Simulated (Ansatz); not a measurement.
System: SnTe (rock salt type), 2 atoms in the cell.

Method: PBE, all-electron LAPW, point nucleus in Ansatz 0.2.0 development build.

k-mesh 8×8×8 Γ-centred; Fermi–Dirac smearing of 0.1 eV; no spin polarisation; no spin–orbit coupling.

```
Sn Te
1.0
     0.00000    3.20500    3.20500
     3.20500    0.00000    3.20500
     3.20500    3.20500    0.00000
Sn Te
1 1
Direct
  0.00000 0.00000 0.00000
  0.50000 0.50000 0.50000
```

Q: Is the cell under compression or tension, and by how much?

A: The pressure is 0.00 GPa, close to zero.

The k-mesh is modest, so these values aren't fully converged in k.
